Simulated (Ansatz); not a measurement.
# Ir: one contact scaled

One table from this session's results is given with a row withheld; the runs are named, their logs left out.

Program: Ansatz 0.2.0. Level of theory: DFT PBE, with the methods named in each step. These are calculated values, not measurements.

2 further runs of the same task are left out: 2 that didn't finish.

## The system as given

The structure is cubic, space group Fd-3m (No. 227). Conventional cell: a = 5.254 Å, b = 5.254 Å, c = 5.254 Å, α = 90.00°, β = 90.00°, γ = 90.00°. Ir (site symmetry -43m) is surrounded by 4 Ir at 2.28 Å.

Coordinates:

```xyz
2
Lattice="0.0000 2.6272 2.6272 2.6272 0.0000 2.6272 2.6272 2.6272 0.0000" Properties=species:S:1:pos:R:3 pbc="T T T"
Ir   -0.6568   -0.6568   -0.6568
Ir    0.6568    0.6568    0.6568
```

Atoms are numbered in the order of the input: Ir1, Ir2.

The first run:

input.yaml reads:

```yaml
crystal:
  lattice:
    - [0.0, 2.6272165707, 2.6272165707]
    - [2.6272165707, 0.0, 2.6272165707]
    - [2.6272165707, 2.6272165707, 0.0]
  atoms:
    - { symbol: Ir, position: [-0.125, -0.125, -0.125] }
    - { symbol: Ir, position: [0.125, 0.125, 0.125] }
kpoints:
  mp_grid: { grid: [10, 10, 10] }
scf:
  occupations: { method: fermi_dirac, width: 0.05 }
hamiltonian:
  xc: pbe
  pseudopotentials: { kind: all_electron, lapw: { basis_error: 0.001 } }
output:
  forces: true
  stress: true
  eigenvalues: true
  populations: true
```

The run is started by

```
$ ansatz run input.yaml --threads 1 --pin off --max-ram 2048MiB --backend cpu --events-out ev --progress --plain --runs-dir out
```

Steps of the session up to this table: The bond as given, LAPW; Shortest bond scaled by 1, crystal datasets; Shortest bond scaled by 1.1, LAPW; Shortest bond scaled by 0.94, LAPW; Shortest bond scaled by 0.82, LAPW.

One of the session's tables, all rows but one given; the rest of the session is left out.

```
             method  length (Å)  F from the given length (eV/cell)  force along the bond (eV/Å)  pressure (GPa)  largest force (eV/Å)
               LAPW       1.866                                  ?                            ?               ?                     ?
               LAPW       2.139                              0.299                        4.717           52.95                 4.717
               LAPW       2.275                              0.000                        0.000           49.39                 0.000
               LAPW       2.503                              0.697                       -6.125           56.41                 6.125
                PAW       1.456                             37.344                      182.984          408.81               182.984
                PAW       1.866                              4.122                       27.149           94.38                27.149
                PAW       2.139                              0.299                        4.724           52.93                 4.724
                PAW       2.275                              0.000                        0.000           49.36                 0.000
                PAW       2.503                              0.698                       -6.135           56.41                 6.135
PAW (source ansatz)       1.456                                  –                      167.094          375.10               167.094
   crystal datasets       2.275                                  –                        0.000           49.38                 0.000
```

Q: Estimate the row for LAPW, 1.866 from the others.

The run gave: F from the given length (eV/cell): 4.105; force along the bond (eV/Å): 26.944; pressure (GPa): 93.84; largest force (eV/Å): 26.944. In the column «F from the given length (eV/cell)» it lies between PAW, 2.503 (0.698) and PAW, 1.866 (4.122).

Caveats from the session: Spin-orbit coupling is left out, though the cell holds Ir; in elements this heavy it can shift bands and gaps by tenths of an eV. Warnings in the runs' records: gradients without spin orbit, crystal datasets made.
